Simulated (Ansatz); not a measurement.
Consider the ligand exchange at the Si–O bond: `CC(=O)O[SiH3]` + `[NH2][SnH2][OH]` → `[OH][SnH2][NH][SiH3]` + `CC(=O)O`.

Program: Ansatz. Geometries: PBE0-D4/def2-TZVP. ΔE: electronic, gas phase. CCSD(T)/CBS is the MP2 limit (def2-TZVPP, def2-QZVPP) plus CCSD(T) − MP2 in def2-TZVPP, frozen cores. DFT in def2-TZVPP. B3LYP here is the variant with VWN-RPA as its local correlation; programs differ in this. Elements past krypton have def2 core potentials. For Sn outer-core shells are correlated without core-valence functions, which leaves a few kJ/mol of doubt a bond. Each species was taken in one conformer, which may not be the lowest.

(1) Is it downhill or uphill in electronic energy at CCSD(T)/CBS, and by how much? (An estimate is asked.)

(2) What do these levels give: r2SCAN-D4, PBE0-D4, ωB97M-V, B2PLYP, PBE, B3LYP, HF/def2-TZVPP, MP2/def2-TZVPP, SCS-MP2/def2-TZVPP, CCSD/def2-TZVPP, CCSD(T)/def2-TZVPP, MP2/CBS(def2)? (An estimate is asked.)

Largest T1 diagnostic among the species: 0.015.

## Answers

(1) Ansatz gave: Uphill: ΔE = +15.1 kJ/mol.

(2) Ansatz gave: r2SCAN-D4 15.6, PBE0-D4 11.3, ωB97M-V 15.1, B2PLYP 16.6, PBE 12.7, B3LYP 17.2, HF/def2-TZVPP 18.8, MP2/def2-TZVPP 13.9, SCS-MP2/def2-TZVPP 15.6, CCSD/def2-TZVPP 15.1, CCSD(T)/def2-TZVPP 14.9, MP2/CBS(def2) 14.1 kJ/mol.

In def2-TZVPP, CCSD(T) changes the Hartree–Fock value by −3.9 kJ/mol (the triples alone add −0.2 kJ/mol) and MP2 by −4.9 kJ/mol.
